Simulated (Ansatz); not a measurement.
## Response to strain in BeO

The reference is BeO in the wurtzite structure (space group P6_3mc, No. 186; a = 2.712 Å, c = 4.405 Å).

Strains are applied to the cell and any free atomic positions relax.

All numbers come from PBE/PAW in Ansatz (an electronic-structure program), no SOC.

| isotropic strain (%) | band gap (eV) |
|---|---|
| -0.91 | 7.74 |
| 0 | 7.45 |
| 2.78 | ? |
| 3.99 | 6.31 |

Task: Fit E_g = E₀ + Dε (ε in %) to the rows shown and predict the withheld row.

Result: Least squares on the printed values gives E₀ = 7.46 eV, D = -290 meV per % of strain (largest residual 0.01 eV); this predicts 6.66 eV, and the run gives 6.64 eV, 0.02 lower.

Whether these cells are dynamically stable was not tested.
